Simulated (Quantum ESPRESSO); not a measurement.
Hf: phonons at L under several settings

```
Hf
1.0
     0.00000    2.22000    2.22000
     2.22000    0.00000    2.22000
     2.22000    2.22000    0.00000
Hf
1
Direct
  0.00000 0.00000 0.00000
```

This isn't the form of Hf at room conditions, which is hcp.

All runs used Quantum ESPRESSO 7.5; k mesh 10 × 10 × 10; given cell; no spin polarisation.

```csv
level,potentials,cutoff (eV),occupations,pressure (GPa),frequencies (cm⁻¹)
PBE,SG15 PBE 1.2,884,"cold, width 0.272 eV",3.4,67 67 101
PW91,SPMS 1.0 PBE,707,"cold, width 0.136 eV",?,?
```

Problem. What stands in the row left open?

Solution. Pressure 2.4 GPa; frequencies 69 69 97 cm⁻¹.

Caveats: the cell is more than 3 GPa from zero pressure, which shifts response properties (some runs); the potentials were made for another functional, which shifts forces and pressure (some runs).

For the row left open. Caveat: the potentials were made for another functional, which shifts forces and pressure.

The runs don't all hold the same shells in valence.
